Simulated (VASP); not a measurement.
# ZrSe2 in VASP: relaxation of cell and atoms with PBE+D4

Aim: the relaxation of cell and atoms of ZrSe2 with PBE+D4.

Everything below comes from runs of VASP 6.6.1. Logs are shortened: lines on timing, memory, paths and dates and some standing lists are left out, and cuts for length are marked.

### 1 Starting point

The cell holds a sheet with vacuum, 3 atoms: a = 3.780 Å, b = 3.780 Å, c = 19.160 Å, α = 90.00°, β = 90.00°, γ = 120.00°.

The cell was built by a generator and needn't be a form met in nature.

### 2 Relaxation of cell and atoms, PBE+D4

Input file INCAR:

```
PREC = Accurate
ENCUT = 600
EDIFF = 1E-7
ISMEAR = 0
SIGMA = 0.03
LREAL = False
LASPH = True
NELM = 120
ALGO = Normal
ISIF = 3
LWAVE = False
LCHARG = False
GGA = PE
IVDW = 13
IBRION = 2
NSW = 40
EDIFFG = -0.005
LATTICE_CONSTRAINTS = .TRUE. .TRUE. .FALSE.
KPAR = 4
```

Input file KPOINTS:

```
Automatic mesh
0
Gamma
  12 12 1
```

Input file POSCAR:

```
ZrSe2
1.0
    3.7800000000      0.0000000000      0.0000000000
   -1.8900000000      3.2735760300      0.0000000000
    0.0000000000      0.0000000000     19.1600000000
Se Zr
2 1
Direct
    0.3333330000      0.6666670000      0.4175365300
    0.6666670000      0.3333330000      0.5824634700
    0.0000000000      0.0000000000      0.5000000000
```

Potentials or basis: VASP PAW PBE potentials, release 64 (Se, Zr_sv).

The run is started by

```
$ cat potpaw_PBE.64/Se/POTCAR potpaw_PBE.64/Zr_sv/POTCAR > POTCAR
$ mpirun -np 4 vasp_std > vasp.out
```

OUTCAR:

```text
PREC = Accurate
   ENCUT = 600
   EDIFF = 1E-7
   ISMEAR = 0
   LREAL = False
   LASPH = True
   NELM = 120
   ISIF = 3
   GGA = PE
   IVDW = 13
   IBRION = 2
   NSW = 40
   EDIFFG = -0.005

 ion  position               nearest neighbor table
   1  0.333  0.667  0.418-   3 2.69   3 2.69   3 2.69
   2  0.667  0.333  0.582-   3 2.69   3 2.69   3 2.69
   3  0.000  0.000  0.500-   1 2.69   2 2.69   2 2.69   1 2.69   2 2.69   1 2.69

  LATTYP: Found a hexagonal cell.
 ALAT       =     3.7800000000
 C/A-ratio  =     5.0687830688

  Lattice vectors:

 A1 = (   3.7800000000,   0.0000000000,   0.0000000000)
 A2 = (  -1.8900000000,   3.2735760300,   0.0000000000)
 A3 = (   0.0000000000,   0.0000000000,  19.1600000000)

Analysis of symmetry for initial positions (statically):
=====================================================================
 Subroutine PRICEL returns:
 Original cell was already a primitive cell.

 Routine SETGRP: Setting up the symmetry group for a
 hexagonal supercell.

 Subroutine GETGRP returns: Found 12 space group operations
 (whereof 12 operations were pure point group operations)
 out of a pool of 24 trial point group operations.

The static configuration has the point symmetry D_3d.

Analysis of symmetry for dynamics (positions and initial velocities):
=====================================================================
 Subroutine PRICEL returns:
 Original cell was already a primitive cell.

 Routine SETGRP: Setting up the symmetry group for a
 hexagonal supercell.

 Subroutine GETGRP returns: Found 12 space group operations
 (whereof 12 operations were pure point group operations)
 out of a pool of 24 trial point group operations.

The dynamic configuration has the point symmetry D_3d.

 Subroutine INISYM returns: Found 12 space group operations
 (whereof 12 operations are pure point group operations),
 and found     1 'primitive' translations

----------------------------------------------------------------------------------------

                                     Primitive cell

  volume of cell :     237.0881

  direct lattice vectors                    reciprocal lattice vectors
     3.780000000  0.000000000  0.000000000     0.264550265  0.152738166  0.000000000
    -1.890000000  3.273576030  0.000000000     0.000000000  0.305476333  0.000000000
     0.000000000  0.000000000 19.160000000     0.000000000  0.000000000  0.052192067

  length of vectors
     3.780000000  3.780000003 19.160000000     0.305476333  0.305476333  0.052192067

  position of ions in fractional coordinates (direct lattice)
     0.333333000  0.666667000  0.417536530
     0.666667000  0.333333000  0.582463470
     0.000000000  0.000000000  0.500000000

  ion indices of the primitive-cell ions
   primitive index   ion index
                 1           1
                 2           2
                 3           3

----------------------------------------------------------------------------------------

 KPOINTS: Automatic mesh

Automatic generation of k-mesh.
 Grid dimensions read from file:
 generate k-points for:   12   12    1

 Generating k-lattice:

  Cartesian coordinates                     Fractional coordinates (reciprocal lattice)
     0.022045855  0.012728181  0.000000000     0.083333333  0.000000000  0.000000000
     0.000000000  0.025456361  0.000000000     0.000000000  0.083333333  0.000000000
     0.000000000  0.000000000  0.052192067     0.000000000  0.000000000  1.000000000

  Length of vectors
     0.025456361  0.025456361  0.052192067

  Shift w.r.t. Gamma in fractional coordinates (k-lattice)
     0.000000000  0.000000000  0.000000000

 Subroutine IBZKPT returns following result:
 ===========================================

 Found     19 irreducible k-points:

 Following reciprocal coordinates:
            Coordinates               Weight
  0.000000  0.000000  0.000000      1.000000
  0.083333  0.000000  0.000000      6.000000
  0.166667  0.000000  0.000000      6.000000
  0.250000  0.000000  0.000000      6.000000
  0.333333  0.000000  0.000000      6.000000
  0.416667  0.000000  0.000000      6.000000
[... 11 lines left out ...]
  0.333333  0.250000  0.000000     12.000000
  0.333333  0.333333  0.000000      2.000000
   k-points           NKPTS =     19   k-points in BZ     NKDIM =     19   number of bands    NBANDS=     16
   number of dos      NEDOS =    301   number of ions     NIONS =      3
   total plane-waves  NPLWV = 144000
   dimension x,y,z NGX =    30 NGY =   30 NGZ =  160
   dimension x,y,z NGXF=    60 NGYF=   60 NGZF=  320
   ions per type =               2   1
   NGX,Y,Z   is equivalent  to a cutoff of  13.19, 13.19, 13.88 a.u.
   NGXF,Y,Z  is equivalent  to a cutoff of  26.39, 26.39, 27.77 a.u.
 SYSTEM =  unknown system
   PREC   = accura    normal or accurate (medium, high low for compatibility)
   ISTART =      0    job   : 0-new  1-cont  2-samecut
   ICHARG =      2    charge: 1-file 2-atom 10-const
   ISPIN  =      1    spin polarized calculation?
   LNONCOLLINEAR =      F non collinear calculations
   LSORBIT =      F    spin-orbit coupling
   LASPH  =      T    aspherical Exc in radial PAW
   ENCUT  =  600.0 eV  44.10 Ry    6.64 a.u.   7.55  7.55 38.27*2*pi/ulx,y,z
   NELM   =    120;   NELMIN=  2; NELMDL= -5     # of ELM steps
   EDIFF  = 0.1E-06   stopping-criterion for ELM
   LREAL  =      F    real-space projection
   EDIFFG = -.5E-02   stopping-criterion for IOM
   NSW    =     40    number of steps for IOM
   IBRION =      2    ionic relax: 0-MD 1-quasi-New 2-CG
   NFREE  =      1    steps in history (QN), initial steepest desc. (CG)
   ISIF   =      3    stress and relaxation
   ISYM   =      2    0-nonsym 1-usesym 2-fastsym
   POTIM  = 0.5000    time-step for ionic-motion
   TEBEG  =    0.0;   TEEND  =   0.0 temperature during run
   PSTRESS=    0.0 pullay stress
   NELECT =      24.0000    total number of electrons
   NUPDOWN=      -1.0000    fix difference up-down
   EMIN   =  10.00;   EMAX   =-10.00  energy-range for DOS
   EFERMI =   0.00;   METHOD = LEGACY
   ISMEAR =     0;   SIGMA  =   0.03  broadening in eV -4-tet -1-fermi 0-gaus
   EFERMI_NEDOS =   21; number of points for ismear=-14 and -15
   IALGO  =     38    algorithm
   IMIX   =      4    mixing-type and parameters
     AMIX     =   0.40;   BMIX     =  1.00
     AMIX_MAG =   1.60;   BMIX_MAG =  1.00
  volume/ion in A,a.u.               =      79.03       533.32
  Fermi-wavevector in a.u.,A,eV,Ry     =   0.762972  1.441808  7.920311  0.582126
  Thomas-Fermi vector in A             =   1.862551
   LORBIT       =      0    0 simple, 1 ext, 2 COOP (PROOUT), +10 PAW based schemes
   GGA     = PE    functional components
   LHFCALC =     F    Hartree Fock is set to
   AEXX    =    0.0000 exact exchange contribution
   IVDW    =    13    specifies the selected vdW correction
   LEPSILON=     F    determine dielectric tensor
   LRPA    =     F    only Hartree local field effects (RPA)
 conjugate gradient relaxation of ions
 non-spin polarized calculation
 Gauss-broadening in eV      SIGMA  =   0.03
  energy-cutoff  :      600.00
  volume of cell :      237.09
 maximum number of plane-waves:      7965
   NGX = 15   NGY = 15   NGZ = 77

--------------------------------------- Ionic step        1  -------------------------------------------

 number of electron      24.0000001 magnetization

 Free energy of the ion-electron system (eV)
  ---------------------------------------------------
  ext. energy  EPLUGINS =         0.00000000
  ---------------------------------------------------
  free energy    TOTEN  =       -19.59106337 eV

  energy without entropy =      -19.59106337  energy(sigma->0) =      -19.59106337

------------------------ aborting loop because EDIFF is reached ----------------------------------------

  DFT-D4 for vdW energy calculation

  Edisp (eV):   -0.66943

  FORCE on cell =-STRESS in cart. coord.  units (eV):
  Direction    XX          YY          ZZ          XY          YZ          ZX
  --------------------------------------------------------------------------------------
  -------------------------------------------------------------------------------------
  Total      -0.18477    -0.18477     0.08522    -0.00000    -0.00000     0.00000
  in kB      -1.24862    -1.24862     0.57587    -0.00000    -0.00000     0.00000
  external pressure =       -0.64 kB  Pullay stress =        0.00 kB

 VOLUME and BASIS-vectors are now :
 -----------------------------------------------------------------------------
  energy-cutoff  :      600.00
  volume of cell :      237.09
      direct lattice vectors                 reciprocal lattice vectors
     3.780000000  0.000000000  0.000000000     0.264550265  0.152738166  0.000000000
    -1.890000000  3.273576030  0.000000000     0.000000000  0.305476333  0.000000000
     0.000000000  0.000000000 19.160000000     0.000000000  0.000000000  0.052192067
[... 206 lines left out ...]
 POSITION                                       TOTAL-FORCE (eV/Angst)
 -----------------------------------------------------------------------------------
     -0.00000      2.17315      7.98820        -0.000000      0.000000      0.018246
      1.88200      1.08657     11.17180         0.000000     -0.000000     -0.018246
      0.00000     -0.00000      9.58000         0.000000      0.000000      0.000000
 -----------------------------------------------------------------------------------
    total drift:                               -0.000000     -0.000000      0.000000

  FREE ENERGIE OF THE ION-ELECTRON SYSTEM (eV)
  ---------------------------------------------------
  free  energy   TOTEN  =       -20.2614750807 eV

  energy  without entropy=      -20.2614750807  energy(sigma->0) =      -20.26147508

--------------------------------------- Ionic step        7  -------------------------------------------

 number of electron      24.0000001 magnetization

 Free energy of the ion-electron system (eV)
  ---------------------------------------------------
  ext. energy  EPLUGINS =         0.00000000
  ---------------------------------------------------
  free energy    TOTEN  =       -19.58831200 eV

  energy without entropy =      -19.58831200  energy(sigma->0) =      -19.58831200

 E-fermi :  -2.1644     XC(G=0):  -3.6129

 val. band max:       -2.3380508925   @ k =   0.0000   0.0000   0.0000
 cond. band min:      -1.9237159515   @ k =   0.5000   0.0000   0.0000
 fundamental gap:      0.4143349410
 Fermi energy:        -2.1643582015

 k-point     1 :       0.0000    0.0000    0.0000
  band No.  band energies     occupation
      1     -51.7848      2.00000
      2     -29.8292      2.00000
      3     -29.7167      2.00000
      4     -29.7167      2.00000
      5     -15.3437      2.00000
      6     -14.4583      2.00000
[... 8 lines left out ...]
     15      -0.6867      0.00000
     16       2.1497      0.00000
[... 366 lines left out ...]
 POSITION                                       TOTAL-FORCE (eV/Angst)
 -----------------------------------------------------------------------------------
     -0.00000      2.17401      7.99073        -0.000000      0.000000     -0.000691
      1.88275      1.08700     11.16927         0.000000     -0.000000      0.000691
      0.00000     -0.00000      9.58000        -0.000000      0.000000      0.000000
 -----------------------------------------------------------------------------------
    total drift:                                0.000000      0.000000      0.000000

  FREE ENERGIE OF THE ION-ELECTRON SYSTEM (eV)
  ---------------------------------------------------
  free  energy   TOTEN  =       -20.2615079595 eV

  energy  without entropy=      -20.2615079595  energy(sigma->0) =      -20.26150796

 reached required accuracy - stopping structural energy minimisation
```

It took 1.7 min on 4 MPI ranks of Intel Xeon 6975P-C (Granite Rapids), shared host; peak memory 0.46 GiB.

What came out:

| Quantity | Value |
| --- | --- |
| Free energy | -20.2615 eV |
| Relaxed volume | 78.42 Å³/atom |
| Relaxed cell | a = 3.765 Å, b = 3.765 Å, c = 19.160 Å, α = 90.00°, β = 90.00°, γ = 120.00° |
| Space group after relaxing (to 0.05 Å) | P-3m1 (No. 164) |
| Energy gained by relaxing | 0.3 meV/atom |
| Ionic steps | 7 |
| Band gap on the k mesh | 0.41 eV, indirect (least direct gap 1.11 eV) |
| Dispersion energy per atom | -0.224 eV |

The path:
| step | energy change (eV) | largest force (eV/Å) | pressure (GPa) | volume (Å³) |
| --- | --- | --- | --- | --- |
| 1 | 0.0000 | 0.0282 | -0.06 | 237.09 |
| 2 | -0.0005 | 0.0662 | 0.07 | 235.68 |
| 3 | -0.0005 | 0.0612 | 0.06 | 235.87 |
| 4 | -0.0008 | 0.0363 | 0.03 | 235.62 |
| 5 | -0.0010 | 0.0182 | 0.02 | 235.44 |
| 6 | -0.0010 | 0.0182 | -0.02 | 235.09 |
| 7 | -0.0010 | 0.0007 | 0.00 | 235.27 |

Final structure:
```
Se Zr
1.0
     3.76549    0.00000    0.00000
    -1.88274    3.26101    0.00000
     0.00000    0.00000   19.16000
Se Zr
2 1
Direct
  0.33333 0.66667 0.41705
  0.66667 0.33333 0.58295
  0.00000 0.00000 0.50000
```
